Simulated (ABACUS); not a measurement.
PtS2:

```
CELL_PARAMETERS angstrom
3.54320 0.00000 0.00000
-1.77160 3.06850 0.00000
0.00000 0.00000 5.03880
ATOMIC_POSITIONS crystal
Pt 0.00000 0.00000 0.00000
S 0.66667 0.33333 0.77300
S 0.33333 0.66667 0.22700
```

Base run:

- Program: ABACUS 3.10.1
- Functional: PBEsol
- Potentials or basis: PseudoDojo NC SR 0.4 PBEsol stringent
- Cutoff: 1143 eV
- Density cutoff: 4572 eV
- Basis: plane waves
- k mesh: 7 × 7 × 4
- Occupations: fermi-dirac, width 0.05 eV
- Spin: no spin polarisation

Its results: band gap on the k mesh 0.76 eV, indirect (least direct gap 0.93 eV); pressure 6.2 GPa; largest force 0.937 eV/Å.

Problem. The run is repeated on the same cell with these changes: potentials or basis from PseudoDojo NC SR 0.4 PBEsol stringent to PseudoDojo NC SR 0.4.1 PBEsol standard; k mesh from 7 × 7 × 4 to 9 × 9 × 5. What comes out?

Solution. Band gap on the k mesh 0.95 eV, indirect (least direct gap 0.99 eV); pressure 6.2 GPa; largest force 0.935 eV/Å.

Caveats: spin-orbit coupling is left out, which moves the levels of the heavy elements; an odd mesh through Γ misses points on the zone boundary, where band edges often lie.

Not every run made on this cell is shown here.
